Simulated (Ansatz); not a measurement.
The system is FeGe.

```
Ge Fe
1.0
     4.99760    0.00000    0.00000
    -2.49880    4.32805    0.00000
     0.00000    0.00000    4.11576
Ge Fe
3 3
Cartesian
  2.4988 1.4427 2.0579
  0.0000 2.8854 2.0579
  0.0000 0.0000 0.0000
  -1.2494 2.1640 0.0000
  1.2494 2.1640 0.0000
  2.4988 0.0000 0.0000
```

The cell is a database's computed one.

Base run:

```yaml
Program: Ansatz 0.2.0
Functional: PBEsol
Potentials_or_basis: Ansatz PAW
Cutoff: "420 eV (not typed: the program's choice for these potentials)"
k_mesh: 6 × 6 × 7
Occupations: fermi-dirac, width 0.05 eV
Spin: no spin polarisation
```

Its results: band gap on the k mesh none (metal or under the smearing width); pressure -12.9 GPa.

Task: The run is repeated on the same cell with these changes: spin from no spin polarisation to collinear spin, random start. What comes out?

Result: Band gap on the k mesh none (metal or under the smearing width); pressure -10.2 GPa; net moment 4.26 μB per cell; site moments Ge -0.04, -0.07; Fe +1.50 μB.

Caveats: the PAW data sets come from PBE, with cores solved anew for the run's functional, which leaves a small shift of forces and pressure.
